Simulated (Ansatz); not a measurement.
## hcp against fcc along group 5

Method: DFT, PBE, plane waves (420 eV) with PAW, scalar-relativistic in Ansatz 0.2.0.

Each structure is relaxed within its symmetry, in the lowest magnetic state of the tried starts. Differences under about 8 meV lie within the error of the k-point mesh.

| element | E(hcp) − E(fcc) (meV/atom) | V(hcp) (Å³/atom) | V(fcc) (Å³/atom) | state of hcp | state of fcc |
| --- | --- | --- | --- | --- | --- |
| V | ? | ? | ? | ? | ? |
| Nb | -30 | 18.70 | 18.79 | spin not included | non-magnetic |
| Ta | 41 | 18.74 | 18.83 | spin not included | spin not included |

(1) Fill in the row of V.

Results:

(1) E(hcp) − E(fcc) (meV/atom): 11; V(hcp) (Å³/atom): 13.84; V(fcc) (Å³/atom): 13.90; state of hcp: non-magnetic; state of fcc: non-magnetic.
